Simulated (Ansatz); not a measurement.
**SiO2: how settings move the results**

One table from this session's results is given with a row withheld; the runs are named, their logs left out.

Computed with Ansatz 0.2.0 (DFT LDA, scalar-relativistic, plane waves, PAW, unless a step's input says otherwise).

### The system as given

Symmetry: I-42d, No. 122, tetragonal system. The conventional cell has a = 4.748 Å, b = 4.748 Å, c = 7.488 Å, α = 90.00°, β = 90.00°, γ = 90.00°. Si (site symmetry -4) has 4 O at 1.62 Å in its first shell of neighbours. O (site symmetry 2) is surrounded by 2 Si at 1.62 Å.

As a file:

```cif
data_structure
_symmetry_space_group_name_H-M 'P 1'
_symmetry_Int_Tables_number 1
_cell_length_a 5.0289
_cell_length_b 5.0289
_cell_length_c 5.0289
_cell_angle_alpha 123.661
_cell_angle_beta 123.661
_cell_angle_gamma 83.768
_cell_volume 84.41
loop_
_atom_site_label
_atom_site_type_symbol
_atom_site_fract_x
_atom_site_fract_y
_atom_site_fract_z
_atom_site_occupancy
Si1 Si 0.00000 0.00000 0.00000 1
Si2 Si 0.75000 0.25000 0.50000 1
O1 O 0.99838 0.62500 0.87338 1
O2 O 0.37500 0.24838 0.37338 1
O3 O 0.75162 0.12500 0.12662 1
O4 O 0.87500 0.00162 0.62662 1
```

The structure comes from the Crystallography Open Database; it is used as listed.

The first run:

Contents of input.yaml:

```yaml
crystal:
  lattice:
    - [-2.37405, 2.37405, 3.744]
    - [2.37405, -2.37405, 3.744]
    - [2.37405, 2.37405, -3.744]
  atoms:
    - { symbol: Si, position: [0.0, 0.0, 0.0] }
    - { symbol: Si, position: [0.75, 0.25, 0.5] }
    - { symbol: O, position: [0.99838, 0.625, 0.87338] }
    - { symbol: O, position: [0.375, 0.24838, 0.37338] }
    - { symbol: O, position: [0.75162, 0.125, 0.12662] }
    - { symbol: O, position: [0.875, 0.00162, 0.62662] }
basis:
  ecutwfc: 420
kpoints:
  mp_grid: { grid: [6, 6, 6] }
hamiltonian:
  xc: lda
scf:
  occupations: { method: gaussian, width: 0.1 }
output:
  forces: true
  stress: true
  eigenvalues: true
```

On the command line:

```console
ansatz run input.yaml --threads 1 --pin off --max-ram 2560MiB --backend cpu --events-out ev --progress --plain --runs-dir out
```

Steps of the session up to this table: A first look at the start; The base run, for reference; Plane-wave cutoff set to 150 eV; Plane-wave cutoff: 200 eV; Plane-wave cutoff set to 250 eV; Plane-wave cutoff set to 300 eV; Plane-wave cutoff: 350 eV; Plane-wave cutoff: 380 eV; Plane-wave cutoff: 460 eV; Plane-wave cutoff set to 520 eV; Plane-wave cutoff: 600 eV; Plane-wave cutoff set to 700 eV; Plane-wave cutoff: 850 eV.

One table of the session follows, with a row left open; its other results are not shown here.

It belongs to the step «The sweep of the plane-wave cutoff side by side». 

| cutoff (eV) | ΔE (meV/atom) | pressure (GPa) | largest change of a force component (eV/Å) | gap on the mesh (eV) |
| --- | --- | --- | --- | --- |
| 150 | 13670 | -19.12 | 0.696 | 4.096 |
| 200 | 4816 | 2.29 | 0.484 | 5.212 |
| 250 | ? | ? | ? | ? |
| 300 | 347 | -2.95 | 0.001 | 5.772 |
| 350 | 76.1 | -2.98 | 0.004 | 5.809 |
| 380 | 27.4 | -2.95 | 0.000 | 5.813 |
| 420 | 6.22 | -2.94 | 0.000 | 5.818 |
| 460 | 1.61 | -2.93 | 0.000 | 5.818 |
| 520 | 0.88 | -2.92 | 0.001 | 5.819 |
| 600 | 0.63 | -2.93 | 0.000 | 5.819 |
| 700 | 0.43 | -2.93 | 0.000 | 5.819 |
| 850 | 0.00 | -2.93 | 0.000 | 5.819 |

**Question.** Estimate the row for cutoff (eV) = 250.

Worked estimate for «ΔE (meV/atom)». A straight line through the neighbours (200, 4816) and (300, 347) gives 4816 + (347 − 4816) × (250 − 200) / (300 − 200) = 2582; a parabola fitted to 4 rows on both sides gives 1151.

**Answer.** ΔE (meV/atom): 1362; pressure (GPa): 0.04; largest change of a force component (eV/Å): 0.313; gap on the mesh (eV): 5.699. In «ΔE (meV/atom)» the line misses by +1220 and the parabola by -211.

To keep in mind: Warnings in the runs' records: cutoff below recommended.
